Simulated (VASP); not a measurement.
# CdS (Hawleyite) (F-43m) in VASP: notebook

One crystal, CdS (Hawleyite), is run at these levels: PBEsol; tasks: single point.

All numbers are computed with VASP 6.6.1; they aren't measurements. Logs are shortened: lines on timing, memory, paths and dates and some standing lists are left out, and cuts for length are marked.

## (1) The crystal as given

Symmetry: F-43m, No. 216, cubic system. Conventional cell: a = 5.833 Å, b = 5.833 Å, c = 5.833 Å, α = 90.00°, β = 90.00°, γ = 90.00°. Around Cd (site symmetry -43m) lie 4 S at 2.53 Å. S (site symmetry -43m) has 4 Cd at 2.53 Å as nearest neighbours.

## (2) Single point, PBEsol, spin-orbit coupling, no magnetisation

File INCAR:

```
PREC     = Accurate       # precision mode
ENCUT    = 350            # plane-wave cutoff, eV
EDIFF    = 1E-7           # SCF threshold, eV
ISMEAR   = 0              # smearing method
SIGMA    = 0.02           # smearing width, eV
LREAL    = False          # projectors in reciprocal space
LASPH    = True           # aspherical terms in the spheres
NELM     = 100            # most SCF steps
ALGO     = Normal         # electronic algorithm
ISIF     = 2              # what is computed and relaxed
LWAVE    = False          # write WAVECAR
LCHARG   = False          # write CHGCAR
MAGMOM   = 0 0 0 0 0 0    # initial moments
LORBIT   = 11             # projections on sites
LSORBIT  = True           # spin-orbit coupling
GGA_COMPAT= False        
GGA      = PS             # functional
NBANDS   = 34             # bands
```

File KPOINTS:

```
regular mesh
0
Gamma
  5 5 5
```

File POSCAR:

```
CdS
1.0
    0.0000000000      2.9165000000      2.9165000000
    2.9165000000      0.0000000000      2.9165000000
    2.9165000000      2.9165000000      0.0000000000
Cd S
1 1
Direct
    0.0000000000      0.0000000000      0.0000000000
    0.7500000000      0.7500000000      0.7500000000
```

Potentials or basis: VASP PAW PBE potentials, release 64 (Cd, S).

Run with:

```bash
cat potpaw_PBE.64/Cd/POTCAR potpaw_PBE.64/S/POTCAR > POTCAR
mpirun -np 1 vasp_ncl > vasp.out
```

OUTCAR:

```text
PREC = Accurate
   ENCUT = 350
   EDIFF = 1E-7
   ISMEAR = 0
   LREAL = False
   LASPH = True
   NELM = 100
   ISIF = 2
   LORBIT = 11
   LSORBIT = True
   GGA = PS

 Found     14 irreducible k-points:

 Following reciprocal coordinates:
            Coordinates               Weight
  0.000000  0.000000  0.000000      1.000000
  0.200000  0.000000  0.000000      4.000000
 -0.200000  0.000000  0.000000      4.000000
  0.400000  0.000000  0.000000      4.000000
 -0.400000  0.000000  0.000000      4.000000
  0.200000  0.200000  0.000000      6.000000
   k-points           NKPTS =     14   k-points in BZ     NKDIM =     14   number of bands    NBANDS=     34
   number of dos      NEDOS =    301   number of ions     NIONS =      2
   total plane-waves  NPLWV =  21952
   dimension x,y,z NGX =    28 NGY =   28 NGZ =   28
   dimension x,y,z NGXF=    56 NGYF=   56 NGZF=   56
   ions per type =               1   1
   NGX,Y,Z   is equivalent  to a cutoff of  11.29, 11.29, 11.29 a.u.
   NGXF,Y,Z  is equivalent  to a cutoff of  22.57, 22.57, 22.57 a.u.
 SYSTEM =  unknown system
   PREC   = accura    normal or accurate (medium, high low for compatibility)
   ISTART =      0    job   : 0-new  1-cont  2-samecut
   ICHARG =      2    charge: 1-file 2-atom 10-const
   ISPIN  =      1    spin polarized calculation?
   LNONCOLLINEAR =      T non collinear calculations
   LSORBIT =      T    spin-orbit coupling
   LASPH  =      T    aspherical Exc in radial PAW
   ENCUT  =  350.0 eV  25.72 Ry    5.07 a.u.   6.29  6.29  6.29*2*pi/ulx,y,z
   NELM   =    100;   NELMIN=  2; NELMDL= -5     # of ELM steps
   EDIFF  = 0.1E-06   stopping-criterion for ELM
   LREAL  =      F    real-space projection
   EDIFFG = 0.1E-05   stopping-criterion for IOM
   NSW    =      0    number of steps for IOM
   IBRION =     -1    ionic relax: 0-MD 1-quasi-New 2-CG
[... 8 lines left out ...]
   EMIN   =  10.00;   EMAX   =-10.00  energy-range for DOS
   EFERMI =   0.00;   METHOD = LEGACY
   ISMEAR =     0;   SIGMA  =   0.02  broadening in eV -4-tet -1-fermi 0-gaus
   EFERMI_NEDOS =   21; number of points for ismear=-14 and -15
   IALGO  =     38    algorithm
   IMIX   =      4    mixing-type and parameters
     AMIX     =   0.40;   BMIX     =  1.00
     AMIX_MAG =   1.60;   BMIX_MAG =  1.00
  volume/ion in A,a.u.               =      24.81       167.41
  Fermi-wavevector in a.u.,A,eV,Ry     =   1.167599  2.206442 18.548649  1.363287
  Thomas-Fermi vector in A             =   2.304097
   LORBIT       =     11    0 simple, 1 ext, 2 COOP (PROOUT), +10 PAW based schemes
   GGA     = PS    functional components
   LHFCALC =     F    Hartree Fock is set to
   AEXX    =    0.0000 exact exchange contribution
   IVDW    =     0    specifies the selected vdW correction
   LEPSILON=     F    determine dielectric tensor
   LRPA    =     F    only Hartree local field effects (RPA)
 Gauss-broadening in eV      SIGMA  =   0.02
  energy-cutoff  :      350.00
  volume of cell :       49.62
 maximum number of plane-waves:      1500
 NGX is ok and might be reduce to    28
   NGX = 13   NGY = 13   NGZ = 13

 number of electron      17.9999989 magnetization       0.0000000      0.0000000     -0.0000000

 number of electron      17.9999989 magnetization       0.0000000      0.0000000      0.0000000

 number of electron      17.9999989 magnetization      -0.0000000      0.0000000     -0.0000000

 number of electron      17.9999989 magnetization      -0.0000000     -0.0000000     -0.0000000

 Free energy of the ion-electron system (eV)
  ---------------------------------------------------
  ext. energy  EPLUGINS =         0.00000000
  ---------------------------------------------------
  free energy    TOTEN  =        -6.83237854 eV

  energy without entropy =       -6.83237854  energy(sigma->0) =       -6.83237854

 E-fermi :   1.3924     XC(G=0):  -9.3761

 val. band max:        1.2363669812   @ k =   0.0000   0.0000   0.0000
 cond. band min:       2.2216097638   @ k =   0.0000   0.0000   0.0000
 fundamental gap:      0.9852427825
 Fermi energy:         1.3923878728

 k-point     1 :       0.0000    0.0000    0.0000
  band No.  band energies     occupation
      1     -11.1661      1.00000
      2     -11.1661      1.00000
      3      -6.7641      1.00000
      4      -6.7641      1.00000
      5      -6.7641      1.00000
      6      -6.7641      1.00000
[... 22 lines left out ...]
     29      12.6690      0.00000
     30      12.6690      0.00000

 k-point     2 :       0.2000    0.0000    0.0000
  band No.  band energies     occupation
      1     -11.0152      1.00000
      2     -11.0152      1.00000
      3      -6.7619      1.00000
      4      -6.7182      1.00000
      5      -6.6489      1.00000
      6      -6.6489      1.00000
[... 22 lines left out ...]
     29      11.7542      0.00000
     30      11.7823      0.00000

 k-point     3 :      -0.2000    0.0000    0.0000
  band No.  band energies     occupation
      1     -11.0152      1.00000
      2     -11.0152      1.00000
      3      -6.7619      1.00000
      4      -6.7182      1.00000
      5      -6.6489      1.00000
      6      -6.6489      1.00000
[... 22 lines left out ...]
     29      11.7542      0.00000
     30      11.7823      0.00000

 k-point     4 :       0.4000    0.0000    0.0000
  band No.  band energies     occupation
      1     -10.7697      1.00000
      2     -10.7697      1.00000
      3      -6.7270      1.00000
      4      -6.7003      1.00000
      5      -6.3769      1.00000
      6      -6.3769      1.00000
[... 22 lines left out ...]
     29      12.8843      0.00000
     30      12.8843      0.00000

 k-point     5 :      -0.4000    0.0000    0.0000
  band No.  band energies     occupation
      1     -10.7697      1.00000
      2     -10.7697      1.00000
      3      -6.7270      1.00000
      4      -6.7003      1.00000
      5      -6.3769      1.00000
      6      -6.3769      1.00000
[... 22 lines left out ...]
     29      12.8843      0.00000
     30      12.8843      0.00000

 k-point     6 :       0.2000    0.2000    0.0000
  band No.  band energies     occupation
      1     -10.9657      1.00000
      2     -10.9657      1.00000
      3      -6.7091      1.00000
      4      -6.7091      1.00000
      5      -6.6367      1.00000
      6      -6.6367      1.00000
[... 22 lines left out ...]
     29      12.9221      0.00000
     30      12.9221      0.00000

 [... further k-points ...]

 [bands above 30 left out]

------------------------ aborting loop because EDIFF is reached ----------------------------------------

  FORCE on cell =-STRESS in cart. coord.  units (eV):
  Direction    XX          YY          ZZ          XY          YZ          ZX
  --------------------------------------------------------------------------------------
  -------------------------------------------------------------------------------------
  Total       -0.0845904     -0.0845904     -0.0845904      0.0000000      0.0000000     -0.0000000
  in kB       -2.7315919     -2.7315919     -2.7315919      0.0000000      0.0000000     -0.0000000
  external PRESSURE =      -2.7315919 kB  Pullay stress =       0.0000000 kB

 VOLUME and BASIS-vectors are now :
 -----------------------------------------------------------------------------
  energy-cutoff  :      350.00
  volume of cell :       49.62
      direct lattice vectors                 reciprocal lattice vectors
     0.000000000  2.916500000  2.916500000    -0.171438368  0.171438368  0.171438368
     2.916500000  0.000000000  2.916500000     0.171438368 -0.171438368  0.171438368
     2.916500000  2.916500000  0.000000000     0.171438368  0.171438368 -0.171438368

 POSITION                                       TOTAL-FORCE (eV/Angst)
 -----------------------------------------------------------------------------------
      0.00000      0.00000      0.00000        -0.000000     -0.000000     -0.000000
      4.37475      4.37475      4.37475         0.000000      0.000000      0.000000
 -----------------------------------------------------------------------------------
    total drift:                               -0.000000     -0.000000     -0.000000

  FREE ENERGIE OF THE ION-ELECTRON SYSTEM (eV)
  ---------------------------------------------------
  free  energy   TOTEN  =        -6.8323785381 eV

  energy  without entropy=       -6.8323785381  energy(sigma->0) =       -6.83237854

 Spin-Orbit-Coupling matrix elements

 Ion:    1  E_soc:     -0.0574054
 l=   1
     0.0000000    -0.0025451    -0.0025451
    -0.0025451     0.0000000    -0.0025451
    -0.0025451    -0.0025451     0.0000000
 l=   2
     0.0000000    -0.0014338     0.0000000    -0.0014338    -0.0055887
    -0.0014338     0.0000000    -0.0041915    -0.0014338    -0.0013972
     0.0000000    -0.0041915     0.0000000    -0.0041915     0.0000000
    -0.0014338    -0.0014338    -0.0041915     0.0000000    -0.0013972
    -0.0055887    -0.0013972     0.0000000    -0.0013972     0.0000000
 l=   3
     0.0000000     0.0000000     0.0000000     0.0000000     0.0000000     0.0000000     0.0000000
     0.0000000     0.0000000     0.0000000     0.0000000     0.0000000     0.0000000     0.0000000
     0.0000000     0.0000000     0.0000000     0.0000000     0.0000000     0.0000000     0.0000000
     0.0000000     0.0000000     0.0000000     0.0000000     0.0000000     0.0000000     0.0000000
     0.0000000     0.0000000     0.0000000     0.0000000     0.0000000     0.0000000     0.0000000
     0.0000000     0.0000000     0.0000000     0.0000000     0.0000000     0.0000000     0.0000000
     0.0000000     0.0000000     0.0000000     0.0000000     0.0000000     0.0000000     0.0000000

 Ion:    2  E_soc:     -0.0021170
 l=   1
     0.0000000    -0.0003528    -0.0003528
    -0.0003528     0.0000000    -0.0003528
    -0.0003528    -0.0003528     0.0000000
 l=   2
     0.0000000     0.0000000     0.0000000     0.0000000     0.0000000
     0.0000000     0.0000000     0.0000000     0.0000000     0.0000000
     0.0000000     0.0000000     0.0000000     0.0000000     0.0000000
     0.0000000     0.0000000     0.0000000     0.0000000     0.0000000
     0.0000000     0.0000000     0.0000000     0.0000000     0.0000000
 l=   3
     0.0000000     0.0000000     0.0000000     0.0000000     0.0000000     0.0000000     0.0000000
     0.0000000     0.0000000     0.0000000     0.0000000     0.0000000     0.0000000     0.0000000
     0.0000000     0.0000000     0.0000000     0.0000000     0.0000000     0.0000000     0.0000000
     0.0000000     0.0000000     0.0000000     0.0000000     0.0000000     0.0000000     0.0000000
     0.0000000     0.0000000     0.0000000     0.0000000     0.0000000     0.0000000     0.0000000
     0.0000000     0.0000000     0.0000000     0.0000000     0.0000000     0.0000000     0.0000000
     0.0000000     0.0000000     0.0000000     0.0000000     0.0000000     0.0000000     0.0000000

 total charge

# of ion       s       p       d       tot
------------------------------------------
    1        0.431   0.333   9.545  10.309
    2        1.317   2.375   0.000   3.692
--------------------------------------------------
tot          1.748   2.708   9.545  14.001

 magnetization (x)

# of ion       s       p       d       tot
------------------------------------------
    1       -0.000   0.000  -0.000  -0.000
    2        0.000  -0.000   0.000  -0.000
--------------------------------------------------
tot         -0.000  -0.000  -0.000  -0.000

 magnetization (y)

# of ion       s       p       d       tot
------------------------------------------
    1       -0.000   0.000  -0.000  -0.000
    2        0.000   0.000   0.000   0.000
--------------------------------------------------
tot         -0.000   0.000  -0.000  -0.000

 magnetization (z)

# of ion       s       p       d       tot
------------------------------------------
    1       -0.000  -0.000  -0.000  -0.000
    2       -0.000  -0.000   0.000  -0.000
--------------------------------------------------
tot         -0.000  -0.000  -0.000  -0.000
```

Wall time 28 s (1 thread of Intel Xeon Platinum 8488C (Sapphire Rapids), shared host); peak memory 0.23 GiB.

These settings aren't checked as converged: the numbers below hold their error.

What came out:

```yaml
Free_energy: -6.8324 eV
Pressure: -0.3 GPa
Valence_electrons_inside_the_program's_atomic_spheres: Cd 10.31; S 3.69
```

Caveat: the k mesh is coarse (spacing up to 0.37 Å⁻¹), so the values aren't converged; the PAW data sets were made with another functional, which shifts forces and pressure a little.

## (3) Single point, PBEsol, spin-orbit coupling, no magnetisation

Edit INCAR of step 2 so:

```diff
@@ -1,3 +1,3 @@
 PREC     = Accurate       # precision mode
-ENCUT    = 350            # plane-wave cutoff, eV
+ENCUT    = 600            # plane-wave cutoff, eV
 EDIFF    = 1E-7           # SCF threshold, eV
```

File KPOINTS:

```
regular mesh
0
Gamma
  4 4 4
```

POSCAR is that of step 2.

Potentials or basis: VASP PAW PBE potentials, release 64 (Cd, S).

Run with:

```bash
cat potpaw_PBE.64/Cd/POTCAR potpaw_PBE.64/S/POTCAR > POTCAR
mpirun -np 1 vasp_ncl > vasp.out
```

Wall time 44 s (1 thread of Intel Xeon Platinum 8488C (Sapphire Rapids), shared host); peak memory 0.38 GiB.

These settings aren't checked as converged: the numbers below hold their error.

What came out:

```
Free energy                                           : -6.8068 eV
Pressure                                              : 0.2 GPa
Valence electrons inside the program's atomic spheres : Cd 10.32; S 3.70
```

Caveat: the k mesh is coarse (spacing up to 0.47 Å⁻¹), so the values aren't converged; the PAW data sets were made with another functional, which shifts forces and pressure a little.

## (4) Single point, PBEsol, spin-orbit coupling, no magnetisation

Edit INCAR of step 3 so:

```diff
@@ -1,3 +1,3 @@
 PREC     = Accurate       # precision mode
-ENCUT    = 600            # plane-wave cutoff, eV
+ENCUT    = 300            # plane-wave cutoff, eV
 EDIFF    = 1E-7           # SCF threshold, eV
```

File KPOINTS:

```
regular mesh
0
Gamma
  6 6 6
```

POSCAR is that of step 3.

Run with:

```bash
cat potpaw_PBE.64/Cd/POTCAR potpaw_PBE.64/S/POTCAR > POTCAR
mpirun -np 1 vasp_ncl > vasp.out
```

Wall time 21 s (1 thread of Intel Xeon Platinum 8488C (Sapphire Rapids), shared host); peak memory 0.2 GiB.

The run converged, but some of its settings lie outside the range that counts as converged, so its numbers aren't taken as properties of the crystal.

Results:

```yaml
Free_energy: -6.8359 eV
Valence_electrons_inside_the_program's_atomic_spheres: Cd 10.30; S 3.70
```

Caveat: the cutoff is under 1.25 times the usual one of these potentials, so pressure, stress and relaxed cells hold a basis-set (Pulay) error; the PAW data sets were made with another functional, which shifts forces and pressure a little.

## (5) Single point, PBEsol, spin-orbit coupling, no magnetisation

Edit INCAR of step 4 so:

```diff
@@ -1,3 +1,3 @@
 PREC     = Accurate       # precision mode
-ENCUT    = 300            # plane-wave cutoff, eV
+ENCUT    = 500            # plane-wave cutoff, eV
 EDIFF    = 1E-7           # SCF threshold, eV
```

File KPOINTS:

```
regular mesh
0
Gamma
  5 5 5
```

POSCAR is that of step 4.

Potentials or basis: VASP PAW PBE potentials, release 64 (Cd, S).

Run with:

```bash
cat potpaw_PBE.64/Cd/POTCAR potpaw_PBE.64/S/POTCAR > POTCAR
mpirun -np 1 vasp_ncl > vasp.out
```

OUTCAR:

```text
PREC = Accurate
   ENCUT = 500
   EDIFF = 1E-7
   ISMEAR = 0
   LREAL = False
   LASPH = True
   NELM = 100
   ISIF = 2
   LORBIT = 11
   LSORBIT = True
   GGA = PS

 Found     14 irreducible k-points:

 Following reciprocal coordinates:
            Coordinates               Weight
  0.000000  0.000000  0.000000      1.000000
  0.200000  0.000000  0.000000      4.000000
 -0.200000  0.000000  0.000000      4.000000
  0.400000  0.000000  0.000000      4.000000
 -0.400000  0.000000  0.000000      4.000000
  0.200000  0.200000  0.000000      6.000000
   k-points           NKPTS =     14   k-points in BZ     NKDIM =     14   number of bands    NBANDS=     34
   number of dos      NEDOS =    301   number of ions     NIONS =      2
[... 347 lines left out ...]
     0.0000000     0.0000000     0.0000000     0.0000000     0.0000000     0.0000000     0.0000000
     0.0000000     0.0000000     0.0000000     0.0000000     0.0000000     0.0000000     0.0000000
     0.0000000     0.0000000     0.0000000     0.0000000     0.0000000     0.0000000     0.0000000
     0.0000000     0.0000000     0.0000000     0.0000000     0.0000000     0.0000000     0.0000000
     0.0000000     0.0000000     0.0000000     0.0000000     0.0000000     0.0000000     0.0000000
     0.0000000     0.0000000     0.0000000     0.0000000     0.0000000     0.0000000     0.0000000

 total charge

# of ion       s       p       d       tot
------------------------------------------
    1        0.430   0.333   9.560  10.323
    2        1.317   2.377   0.000   3.693
--------------------------------------------------
tot          1.747   2.710   9.560  14.017

 magnetization (x)

# of ion       s       p       d       tot
------------------------------------------
    1        0.000  -0.000   0.000   0.000
    2        0.000   0.000   0.000   0.000
--------------------------------------------------
tot          0.000   0.000   0.000   0.000

 magnetization (y)

# of ion       s       p       d       tot
------------------------------------------
    1        0.000   0.000   0.000   0.000
    2       -0.000  -0.000   0.000  -0.000
--------------------------------------------------
tot         -0.000  -0.000   0.000  -0.000

 magnetization (z)

# of ion       s       p       d       tot
------------------------------------------
    1       -0.000  -0.000   0.000  -0.000
    2        0.000   0.000   0.000   0.000
--------------------------------------------------
tot          0.000   0.000   0.000   0.000
```

Wall time 37 s (1 thread of Intel Xeon Platinum 8488C (Sapphire Rapids), shared host); peak memory 0.27 GiB.

These settings aren't checked as converged: the numbers below hold their error.

Results:

```yaml
Free_energy: -6.8339 eV
Pressure: 0.1 GPa
Valence_electrons_inside_the_program's_atomic_spheres: Cd 10.32; S 3.69
```

Caveat: the k mesh is coarse (spacing up to 0.37 Å⁻¹), so the values aren't converged; the PAW data sets were made with another functional, which shifts forces and pressure a little.
